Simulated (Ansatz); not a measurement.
## What moves the gap on the k mesh of PbS?

```yaml
crystal:
  lattice:
    - [0.00000, 2.96500, 2.96500]
    - [2.96500, 0.00000, 2.96500]
    - [2.96500, 2.96500, 0.00000]
  atoms:
    - { symbol: Pb, position: [0.00000, 0.00000, 0.00000] }
    - { symbol: S, position: [0.50000, 0.50000, 0.50000] }
```

Atoms are numbered in the order listed.

The conventional cell has a = 5.930 Å, b = 5.930 Å, c = 5.930 Å, α = 90.00°, β = 90.00°, γ = 90.00°. Around Pb (atom 1) lie 6 S at 2.96 Å. Around S (atom 2) lie 6 Pb at 2.96 Å.

The cell is COD entry 9000001, as deposited and not checked against the literature; nothing was relaxed.

These are results of DFT, PBE, all-electron LAPW, scalar-relativistic (Ansatz 0.2.0), not measurements.

The runs use a Γ-centred 8×8×8 k mesh, Fermi–Dirac smearing of 0.01 eV, basis error target 0.5 meV/atom, no spin polarisation.

Spin–orbit coupling is off unless a change turns it on.

Spin–orbit coupling changes the gaps of such heavy atoms strongly.

In this reference run the gap on the k mesh is 0.35 eV. Each change below is made alone, on the same k mesh, with fractional coordinates held unless an atom is moved; x, y and z are the Cartesian axes.

Problem. Order the changes by the shift of the gap on the k mesh, most negative first.
A. functional pbesol
B. equal xy, yz and zx engineering shear strains of +2 %
C. volume scaled by 1.06
D. equal xy, yz and zx engineering shear strains of +3 %
E. volume scaled by 1.01
F. volume scaled by 0.99

Solution. D (-0.28 eV), B (-0.18 eV), A (-0.11 eV), F (-0.04 eV), E (+0.04 eV), C (+0.20 eV).
